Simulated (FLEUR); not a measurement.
TiTe2 in FLEUR: convergence with Gmax

Input of the first run (Gmax 9); the others differ in this setting and in those tied to it:

inp.xml

```xml
<?xml version="1.0" encoding="UTF-8" standalone="no"?>
<fleurInput fleurInputVersion="0.39">
   <comment>
      TiTe2                                                                                               
   </comment>
   <calculationSetup>
      <cutoffs Kmax="4.21" Gmax="9.0" GmaxXC="9.0" numbands="0"/>
      <scfLoop itmax="60" minDistance="0.00001" maxIterBroyd="15" imix="Anderson" alpha="0.05" precondParam="0.0" spinf="2.0" sdNocoIR="T"/>
      <coreElectrons ctail="T" frcor="F" kcrel="0" coretail_lmax="0"/>
      <xcFunctional name="PBEs" relativisticCorrections="F"/>
      <magnetism jspins="1"/>
      <soc l_soc="F" theta="0.0" phi="0.0" spav="F"/>
      <expertModes spex="0" secvar="F"/>
      <geometryOptimization l_f="T" forcealpha="1.0" forcemix="BFGS" epsdisp="0.0005" epsforce="0.0002"/>
      <ldaU l_linMix="F" mixParam="0.05" spinf="1.0"/>
   </calculationSetup>
   <cell>
      <bzIntegration valenceElectrons="56.0" mode="hist" fermiSmearingEnergy="0.00183747">
         <kPointListSelection listName="default-1"/>
         <!-- k-points included here -->
         <xi:include xmlns:xi="http://www.w3.org/2001/XInclude" href="kpts.xml"> </xi:include>
      </bzIntegration>
      <!-- symmetry operations included here -->
      <xi:include xmlns:xi="http://www.w3.org/2001/XInclude" href="sym.xml"> </xi:include>
      <bulkLattice scale="1.0">
         <bravaisMatrix>
            <row-1>    7.1374955726142000     0.0000000000000000     0.0000000000000000</row-1>
            <row-2>   -3.5687477863071000     6.1812524852945243     0.0000000000000000</row-2>
            <row-3>    0.0000000000000000     0.0000000000000000    12.2794403576507989</row-3>
         </bravaisMatrix>
      </bulkLattice>
   </cell>
   <atomSpecies>
      <species name="Tellurium (Te)" element="Te" atomicNumber="52">
         <mtSphere radius="2.47" gridPoints="823" logIncrement="0.016"/>
         <atomicCutoffs lmax="10" lnonsphr="10"/>
         <electronConfig flipSpins="F">
            <coreConfig>(1s1/2) (2s1/2) (2p1/2) (2p3/2) (3s1/2) (3p1/2) (3p3/2) (4s1/2) (3d3/2) (3d5/2)</coreConfig>
            <valenceConfig>(4p1/2) (4p3/2) (5s1/2) (4d3/2) (4d5/2) (5p1/2) (5p3/2)</valenceConfig>
            <stateOccupation state="(5p1/2)" spinUp="0.666667" spinDown="0.666667"/>
            <stateOccupation state="(5p3/2)" spinUp="1.333333" spinDown="1.333333"/>
         </electronConfig>
         <energyParameters s="5" p="5" d="5" f="4"/>
         <lo type="SCLO" l="1" n="4" eDeriv="0"/>
         <lo type="SCLO" l="1" n="4" eDeriv="1"/>
         <lo type="SCLO" l="2" n="4" eDeriv="0"/>
         <lo type="SCLO" l="2" n="4" eDeriv="1"/>
         <lo type="SCLO" l="0" n="5" eDeriv="2"/>
         <lo type="SCLO" l="3" n="4" eDeriv="2"/>
      </species>
      <species name="Titanium (Ti)" element="Ti" atomicNumber="22">
         <mtSphere radius="2.33" gridPoints="777" logIncrement="0.015"/>
         <atomicCutoffs lmax="9" lnonsphr="9"/>
         <electronConfig flipSpins="F">
            <coreConfig>(1s1/2) (2s1/2) (2p1/2) (2p3/2)</coreConfig>
            <valenceConfig>(3s1/2) (3p1/2) (3p3/2) (4s1/2) (3d3/2) (3d5/2)</valenceConfig>
            <stateOccupation state="(3d3/2)" spinUp="0.400000" spinDown="0.400000"/>
            <stateOccupation state="(3d5/2)" spinUp="0.600000" spinDown="0.600000"/>
         </electronConfig>
         <energyParameters s="4" p="4" d="3" f="4"/>
         <lo type="SCLO" l="0" n="3" eDeriv="0"/>
         <lo type="SCLO" l="1" n="3" eDeriv="0"/>
         <lo type="SCLO" l="1" n="3" eDeriv="1"/>
         <lo type="SCLO" l="2" n="3" eDeriv="2"/>
         <lo type="SCLO" l="3" n="4" eDeriv="2"/>
      </species>
   </atomSpecies>
   <atomGroups>
      <atomGroup species="Tellurium (Te)">
         <relPos label="                   1">1.000/3.000 -1.000/3.000 -.2628000000</relPos>
         <relPos label="                   2">-1.000/3.000 1.000/3.000 .2628000000</relPos>
         <force calculate="T" relaxXYZ="TTT"/>
      </atomGroup>
      <atomGroup species="Titanium (Ti)">
         <relPos label="                   3">.0000000000 .0000000000 .0000000000</relPos>
         <force calculate="T" relaxXYZ="TTT"/>
      </atomGroup>
   </atomGroups>
   <output dos="F" band="F" slice="F">
      <checks vchk="F" cdinf="F"/>
      <bandDOS minEnergy="-.5*Htr" maxEnergy="0.5*Htr" sigma="0.015" storeEVData="T"/>
      <vacuumDOS vacdos="F" integ="F" star="F" nstars="0" locx1="0.0" locy1="0.0" locx2="0.0" locy2="0.0" nstm="0" tworkf="0.0"/>
      <unfoldingBand unfoldBand="F" supercellX="1" supercellY="1" supercellZ="1"/>
      <plotting iplot="0" polar="F">
         <plot TwoD="T" vec1="  1.0  0.0  0.0" vec2="  0.0  1.0  0.0" vec3="  0.0  0.0  1.0" zero="  0.0  0.0  0.0" file="plot"/>
      </plotting>
      <chargeDensitySlicing numkpt="0" minEigenval="0.0" maxEigenval="0.0" nnne="0" pallst="F"/>
      <specialOutput eonly="F"/>
      <moessbauerParams electricFieldGradient="T" isomerShift="T" coreHyperfine="T" valenceHyperfine="T"/>
      <magneticCircularDichroism mcd="F" energyLo="-10.0" energyUp="0.0"/>
   </output>
  <!-- We include the file relax.xml here to enable relaxations (see documentation) -->
  <xi:include xmlns:xi="http://www.w3.org/2001/XInclude" href="relax.xml"> <xi:fallback/> </xi:include>
</fleurInput>
```

The input crystal.txt:

```
TiTe2
&input cartesian=F /
3.7770000000  0.0000000000  0.0000000000
-1.8885000000  3.2709779501  0.0000000000
0.0000000000  0.0000000000  6.4980000000
1.8897261246
1.0 1.0 1.0

3
52 0.3333333333  0.6666666667  0.7372000000
52 0.6666666667  0.3333333333  0.2628000000
22 0.0000000000  0.0000000000  0.0000000000

&kpt div1=6 div2=6 div3=3 gamma=T /
```

Potentials or basis: all-electron, FLAPW.

Run with:

```sh
$ inpgen -f crystal.txt -profile fastHighL
$ # inp.xml edited to the form shown
$ fleur_MPI
```

Hardware: 1 thread of Arm Neoverse V1, with other jobs on the host.

| Gmax | energy less the tightest run, at zero smearing (meV/atom) | SCF cycles | CPU time (s) | peak memory (GiB) |
| --- | --- | --- | --- | --- |
| 9 | -0.06 | 20 | 140 | 0.09 |
| 10.3 | 0.06 | 20 | 140 | 0.09 |
| 11.7 | -0.01 | 20 | 140 | 0.09 |
| 13.5 | 0.00 | 20 | 150 | 0.09 |
| 15.8 | 0.00 | 20 | 150 | 0.09 |
| 18 | 0.00 | 20 | 160 | 0.11 |
| 22.5 | 0.00 | 20 | 180 | 0.16 |

Against the tightest run, the energy stays within 1 meV/atom from 9 on. The tightest run that finished is the yardstick and may itself not be fully converged.

 Spin-orbit coupling is left out, which matters for the levels of Te.
